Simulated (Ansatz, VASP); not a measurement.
## One calculation of BP, two programs

```
CELL_PARAMETERS angstrom
0.00000 2.18319 2.27415
2.27415 0.00000 2.27415
2.27415 2.18319 0.00000
ATOMIC_POSITIONS crystal
B 0.00000 0.00000 0.00000
P 0.75000 0.75000 0.75000
```

Change from the starting cell: strain -0.0400 x Voigt [0, 1, 0, 0, 0, 0], atoms carried along.

Alike in both runs: task single point; functional PBE; k mesh 10 × 10 × 10; occupations gaussian, width 0.05 eV; no spin polarisation.

```csv
,VASP,Ansatz
version,VASP 6.6.1,Ansatz 0.2.0
potentials or method,"VASP PAW PBE potentials, release 64 (B, P)","scalar-relativistic, plane waves, PAW"
plane-wave cutoff (eV),520,420
valence electrons in the cell,8,8
```

Ansatz gave:

```
gap on the k mesh at the Fermi level (eV)       : 0.58
least direct gap on the mesh (eV)               : 3.05
pressure (GPa)                                  : 7.1
largest component of the traceless stress (GPa) : 7.05
```

**Question.** What did VASP give for the same quantities?

**Answer.** gap on the k mesh at the Fermi level (eV): 0.58; least direct gap on the mesh (eV): 3.05; pressure (GPa): 6.8; largest component of the traceless stress (GPa): 7.07.

The functional is the same, so the differences come from potentials, cutoffs and numerics.

A k mesh can miss the band edges.
